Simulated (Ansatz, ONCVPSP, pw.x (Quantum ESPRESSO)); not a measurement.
What a changed setting does to a pw.x run (bcc Rh)

Potential: optimised norm-conserving Vanderbilt (ONCV), ONCVPSP 4.0.1.1 (patched build), PBE; core [Ar] 3d10, reference 4s2 4p6 4d7 5s2; waves: 4s+5s: rc 1.85 bohr, ncon 3, nbas 8, qcut 5.2 1/bohr, 2 projectors; 4p: rc 1.45 bohr, ncon 3, nbas 6, qcut 7.5 1/bohr, 1 projector; 4d: rc 2.20 bohr, ncon 4, nbas 9, qcut 8.2 1/bohr, 2 projectors, debl 3.2 Ha; local part: polynomial inside 1.30 bohr (lpopt 5, dvloc0 2 Ha); core correction: Teter function, fcfact 2.75, rcfact 1.1.

The reference run (k-mesh 15³, cutoffs 60/240 Ry, Fermi–Dirac 0.01 Ry, mixing_beta 0.4, conv_thr 1e-9, no spin) gives 1.26 GPa at 14.536 Å³/atom, where all-electron LAPW gives -0.18 GPa. This run, with its own iteration cap, changes mixing_beta to 0.7.

```
&control
  calculation='scf', prefix='x', pseudo_dir='./', outdir='./tmp', tstress=.true., disk_io='none'
/
&system
  ibrav=0, nat=1, ntyp=1, ecutwfc=60, ecutrho=240, nbnd=17,
  occupations='smearing', smearing='fd', degauss=0.01
/
&electrons
  conv_thr=1e-09, mixing_beta=0.7, electron_maxstep=60
/
ATOMIC_SPECIES
Rh 1.0 Rh.UPF
CELL_PARAMETERS angstrom
  -1.53742867 1.53742867 1.53742867
  1.53742867 -1.53742867 1.53742867
  1.53742867 1.53742867 -1.53742867
ATOMIC_POSITIONS crystal
Rh 0.0000 0.0000 0.0000
K_POINTS automatic
15 15 15 0 0 0
```

```bash
pw.x < Rh.scf.in > Rh.scf.out
```

**Question.** How does the run end?

**Answer.** It converges in 6 iterations; the free energy moves by +0.0 meV/atom and the pressure by +0.01 GPa. The result is that of the reference run.

```
Message from routine setup:
     using ibrav=0 with symmetry is DISCOURAGED, use correct ibrav instead
     lattice parameter (alat)  =       5.0322  a.u.
     unit-cell volume          =      98.0938 (a.u.)^3
     number of electrons       =        17.00
     number of Kohn-Sham states=           17
     kinetic-energy cutoff     =      60.0000  Ry
     charge density cutoff     =     240.0000  Ry
     scf convergence threshold =      1.0E-09
     Exchange-correlation= PBE
     number of k points=   120  Fermi-Dirac smearing, width (Ry)=  0.0100
     iteration #  1     ecut=    60.00 Ry     beta= 0.70
     total energy              =    -224.74220041 Ry
     estimated scf accuracy    <       0.00183439 Ry
     iteration #  2     ecut=    60.00 Ry     beta= 0.70
     total energy              =    -224.74228978 Ry
     estimated scf accuracy    <       0.00018783 Ry
     iteration #  3     ecut=    60.00 Ry     beta= 0.70
     total energy              =    -224.74232772 Ry
     estimated scf accuracy    <       0.00007939 Ry
     iteration #  4     ecut=    60.00 Ry     beta= 0.70
     total energy              =    -224.74234257 Ry
     estimated scf accuracy    <       0.00000028 Ry
     iteration #  5     ecut=    60.00 Ry     beta= 0.70
     total energy              =    -224.74234268 Ry
     estimated scf accuracy    <       0.00000001 Ry
     iteration #  6     ecut=    60.00 Ry     beta= 0.70
     the Fermi energy is    20.9077 ev
!    total energy              =    -224.74234268 Ry
     estimated scf accuracy    <          8.0E-11 Ry
     smearing contrib. (-TS)   =      -0.00977267 Ry
     The total energy is F=E-TS. E is the sum of the following terms:
     one-electron contribution =     -57.67857347 Ry
     hartree contribution      =      40.11579624 Ry
     xc contribution           =     -26.16756501 Ry
     ewald contribution        =    -181.00222778 Ry
     convergence has been achieved in   6 iterations
          total   stress  (Ry/bohr**3)                   (kbar)     P=       12.75
     Message from routine punch:
     Nothing written, as per user request (disk_io='none')
```

The run took about 10 s on one core of a shared host (Neoverse-V2, 48 threads, 185 GiB, load 22).
